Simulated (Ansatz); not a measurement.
# Mn (Mn, dhcp): the cost of one run

Method: DFT revPBE, plane waves (420 eV) with PAW, scalar-relativistic; PAW files made under PBE, frozen cores solved again for the functional, in Ansatz 0.2.0.

## (1) The structure to begin with

It takes space group P6_3/mmc (No. 194, hexagonal). The conventional cell has a = 2.552 Å, b = 2.552 Å, c = 8.334 Å, α = 90.00°, β = 90.00°, γ = 120.00°. Mn (site symmetry -3m) is surrounded by 12 Mn at 2.55 Å. Mn (site symmetry -6m2) has 12 Mn at 2.55 Å as nearest neighbours.

As a file:

```cif
data_structure
_symmetry_space_group_name_H-M 'P6_3/mmc'
_symmetry_Int_Tables_number 194
_cell_length_a 2.5518
_cell_length_b 2.5518
_cell_length_c 8.3341
_cell_angle_alpha 90.000
_cell_angle_beta 90.000
_cell_angle_gamma 120.000
_cell_volume 47.00
loop_
_atom_site_label
_atom_site_type_symbol
_atom_site_symmetry_multiplicity
_atom_site_Wyckoff_symbol
_atom_site_fract_x
_atom_site_fract_y
_atom_site_fract_z
_atom_site_occupancy
Mn1 Mn 2 a 0.00000 0.00000 0.00000 1
Mn2 Mn 2 c 0.33333 0.66667 0.25000 1
```

Starting moments (μB): +3 ×2, -3 ×2.

## (2) Relaxing cell and atoms

input.yaml

```yaml
crystal:
  lattice:
    - [2.5517868831, 0.0, 0.0]
    - [-1.2758934415, 2.2099122658, 0.0]
    - [0.0, 0.0, 8.3341359602]
  atoms:
    - { symbol: Mn, position: [0.0, 0.0, 0.0], spin: 3.0 }
    - { symbol: Mn, position: [0.0, 0.0, 0.5], spin: 3.0 }
    - { symbol: Mn, position: [0.3333333333, 0.6666666667, 0.25], spin: -3.0 }
    - { symbol: Mn, position: [0.6666666667, 0.3333333333, 0.75], spin: -3.0 }
hamiltonian:
  xc: revpbe
  pseudopotentials:
    kind: paw
    azcp:
      Mn: "pseudopotentials/Mn.paw.azcp"
basis:
  ecutwfc: 420
  fft_grid_basis: typed
kpoints:
  mp_grid: { grid: [14, 14, 4], shift: [0, 0, 0] }
magnetization:
  spin_polarized: true
scf:
  occupations: { method: fermi_dirac, width: 0.05 }
relax:
  max_steps: 60
  f_tol: 0.01
  cell: {}
output:
  write_density: true
  write_potential: true
  elf: true
  volumetric_format: npy
```

**Question.** How long does this run take on 2 threads of Arm Neoverse V2, shared host, and how much memory does it need?

About 70 s, with a peak of 0.51 GiB.
